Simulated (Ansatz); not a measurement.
The cell was built from the rocksalt type and relaxed in the same program; it needn't be a known or the stable phase. The listed cell was then made from it by scaling, straining or moving an atom.

An input for MnSi: DFT, PBE, all-electron LAPW, scalar-relativistic (Ansatz 0.2.0).

```yaml
crystal:
  lattice:
    - [0.0, 2.4543739545, 2.4543739545]
    - [2.4543739545, 0.0, 2.4543739545]
    - [2.4543739545, 2.4543739545, 0.0]
  atoms:
    - { symbol: Mn, position: [0.0, 0.0, 0.0], spin: 4.0 }
    - { symbol: Si, position: [0.5, 0.5, 0.5] }
magnetization:
  spin_polarized: true
kpoints:
  mp_grid: { grid: [15, 15, 15] }
scf:
  occupations: { method: fermi_dirac, width: 0.05 }
hamiltonian:
  xc: pbe
  pseudopotentials: { kind: all_electron, lapw: { basis_error: 0.001 } }
output:
  forces: true
  stress: true
  eigenvalues: true
```

Set-up and iterations as logged by Ansatz (the results part is left out, to be predicted):

```
LAPW: plane waves up to 8.195 Å⁻¹, error target 1.0e-3 eV per atom; small_component_spin mean_spin; Si in spheres of 1.118 Å, 12 of its electrons in bands, Dirac shells []; Mn in spheres of 1.337 Å, 15 of its electrons in bands, Dirac shells []
Engine: ansatz 0.2.0
Pseudopotentials: kind: all_electron
Pseudopotential: Mn, LAPW, valence charge 15, Koelling and Harmon's equation, gaussian nucleus
Pseudopotential: Si, LAPW, valence charge 12, Koelling and Harmon's equation, gaussian nucleus
Functional definition: PBE
  parameter kappa = 0.804
  parameter beta = 0.06672455060314922
  exchange = pbe_x(kappa = kappa, mu = beta*pi^2/3)
  correlation = pbe_c(beta = beta)
Crystal: 2 atoms, lattice volume = 29.570 Å³
Basis set: ecut = 255.84938413417893 eV, 283 PW (Γ), exchange–correlation at level 2
Bands: 20, of which v1, the nominal top of the filled ones, is band 14 counted from 1 (13 counted from 0)
Symmetry: 48 space group operations
Space group: Fm-3m (ITA 225), of the structure as read, at distance tolerance 3.1e-5 Å
Magnetic group: BNS 225.116 (UNI 1618), of the structure as read, at distance tolerance 3.1e-5 Å
k-points: 120 of 3375
Non-local potential: Mn, projectors of the file, none
Non-local potential: Si, projectors of the file, none
Initial density: superposition of atomic densities (chi_scale 0.1, normalization cell)
Starting moments: Σ|m| = 4 μB on 1 of 2 sites
Initial wavefunctions: plane waves of lowest kinetic energy (no species holds an atomic orbital)
Functional: x = pbe(κ = 0.804, μ = 0.2195149727645171), c = pbe(β = 0.06672455060314922)
iter 1 solved again at ethr=2.21e-4 eV; its pass at ethr=1.00e-1 eV (dr2=5.98e-2 eV) is discarded
SCF iter   1: F=—  HF=-39420.118501 eV  |F-HF|=—  |Δ(HF+E_count)|=         —  Δρ=2.84e-2 (↑2.28e-2 ↓2.84e-2)  dr2=5.94e-2  dr2_m=1.64e-1  β_m=0.30  ethr=2.21e-4  ⟨swp⟩=3.0  Hψ=33563  notcnv=0
Mixer restart at iter 1: flushing history
SCF iter   2: F=—  HF=-39420.118056 eV  |F-HF|=—  |Δ(HF+E_count)|=   4.45e-4  Δρ=2.12e-2 (↑1.77e-2 ↓2.12e-2)  dr2=2.68e-2  dr2_m=9.42e-2  β_m=0.65  ethr=2.20e-4  ⟨swp⟩=2.0  Hψ=13427  notcnv=0  defer=1
SCF iter   3: F=—  HF=-39420.181558 eV  |F-HF|=—  |Δ(HF+E_count)|=         —  Δρ=6.84e-3 (↑6.84e-3 ↓4.27e-3)  dr2=4.90e-2  dr2_m=7.85e-4  β_m=0.65  ethr=9.93e-5  ⟨swp⟩=3.0  Hψ=15090  notcnv=0
Mixer restart at iter 3: flushing history
SCF iter   4: F=—  HF=-39420.223659 eV  |F-HF|=—  |Δ(HF+E_count)|=   4.21e-2  Δρ=8.80e-3 (↑8.80e-3 ↓4.80e-3)  dr2=6.79e-2  dr2_m=1.70e-3  β_m=0.34  ethr=9.93e-5  ⟨swp⟩=3.0  Hψ=15544  notcnv=0  defer=2
SCF iter   5: F=—  HF=-39420.117895 eV  |F-HF|=—  |Δ(HF+E_count)|=   1.06e-1  Δρ=2.33e-3 (↑2.33e-3 ↓1.37e-3)  dr2=4.54e-3  dr2_m=1.15e-4  β_m=0.73  ethr=9.93e-5  ⟨swp⟩=2.7  Hψ=14228  notcnv=0
iter 6 solved again at ethr=8.96e-7 eV; its pass at ethr=1.68e-5 eV (dr2=2.42e-4 eV) is discarded
SCF iter   6: F=—  HF=-39420.113059 eV  |F-HF|=—  |Δ(HF+E_count)|=         —  Δρ=4.90e-4 (↑2.86e-4 ↓4.90e-4)  dr2=2.41e-4  dr2_m=5.62e-6  β_m=0.66  ethr=8.96e-7  ⟨swp⟩=2.0  Hψ=22009  notcnv=0
the basis was enlarged: its passes take 780.0 KiB over the memory plan, 2 of 2 planned eigensolver slots
SCF iter   7: F=—  HF=-39420.113133 eV  |F-HF|=—  |Δ(HF+E_count)|=   7.37e-5  Δρ=2.62e-4 (↑1.42e-4 ↓2.62e-4)  dr2=3.93e-5  dr2_m=5.53e-6  β_m=0.83  ethr=8.94e-7  ⟨swp⟩=2.0  Hψ=12277  notcnv=0
SCF iter   8: F=—  HF=-39420.113172 eV  |F-HF|=—  |Δ(HF+E_count)|=   3.85e-5  Δρ=2.74e-5 (↑2.74e-5 ↓2.08e-5)  dr2=5.55e-7  dr2_m=1.21e-8  β_m=0.81  ethr=1.46e-7  ⟨swp⟩=2.0  Hψ=12277  notcnv=0
SCF iter   9: F=—  HF=-39420.113171 eV  |F-HF|=—  |Δ(HF+E_count)|=   9.38e-7  Δρ=9.69e-6 (↑8.75e-6 ↓9.69e-6)  dr2=9.74e-8  dr2_m=2.14e-9  β_m=0.91  ethr=2.06e-9  ⟨swp⟩=2.8  Hψ=12923  notcnv=0
SCF iter  10: F=-39420.113171 eV  HF=-39420.113171 eV  |F-HF|=1.27e-9  |Δ(HF+E_count)|=   2.37e-8  Δρ=1.95e-6 (↑1.81e-6 ↓1.95e-6)  dr2=2.97e-9  dr2_m=5.89e-11  ethr=3.61e-10  ⟨swp⟩=2.0  Hψ=12277  notcnv=0
```

**Question.** What pressure will this run report?

**Answer.** -3.11 GPa (positive in compression).

**Question.** What moment will the cell end with?

**Answer.** 2.63 μB.
